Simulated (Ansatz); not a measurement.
# HgTe (rocksalt type): the cost of one run

Program: Ansatz 0.2.0. Level of theory: DFT, PBE, PAW with Ansatz's default frozen-core files, scalar-relativistic. These are calculated values, not measurements.

## 1. The system as given

The structure is cubic, space group Fm-3m (No. 225). The conventional cell has a = 5.957 Å, b = 5.957 Å, c = 5.957 Å, α = 90.00°, β = 90.00°, γ = 90.00°. Hg (site symmetry m-3m) is surrounded by 6 Te at 2.98 Å. Te (site symmetry m-3m) is surrounded by 6 Hg at 2.98 Å.

Coordinates:

```cif
data_structure
_symmetry_space_group_name_H-M 'P 1'
_symmetry_Int_Tables_number 1
_cell_length_a 4.2120
_cell_length_b 4.2120
_cell_length_c 4.2120
_cell_angle_alpha 60.000
_cell_angle_beta 60.000
_cell_angle_gamma 60.000
_cell_volume 52.84
loop_
_atom_site_label
_atom_site_type_symbol
_atom_site_fract_x
_atom_site_fract_y
_atom_site_fract_z
_atom_site_occupancy
Hg1 Hg 0.00000 0.00000 0.00000 1
Te1 Te 0.50000 0.50000 0.50000 1
```

Atoms are numbered in the order of the input: Hg1, Te2.

## 2. Cell relaxed at zero pressure, PAW

Input file input.yaml:

```yaml
crystal:
  lattice:
    - [0.0, 2.978352805, 2.978352805]
    - [2.978352805, 0.0, 2.978352805]
    - [2.978352805, 2.978352805, 0.0]
  atoms:
    - { symbol: Hg, position: [0.0, 0.0, 0.0] }
    - { symbol: Te, position: [0.5, 0.5, 0.5] }
kpoints:
  mp_grid: { grid: [12, 12, 12] }
scf:
  occupations: { method: fermi_dirac, width: 0.08 }
hamiltonian:
  xc: pbe
  pseudopotentials: { kind: paw }
output:
  forces: true
  stress: true
relax:
  f_tol: 0.005
  max_steps: 40
  cell: {}
```

On the command line:

```bash
> ansatz run input.yaml --threads 1 --pin off --max-ram 3584MiB --backend cpu --events-out ev --progress --plain --runs-dir out
```

**Question.** How long does this run take on 1 thread of Arm Neoverse V1, shared host, and how much memory does it need?

About 21 s, with a peak of 0.38 GiB.
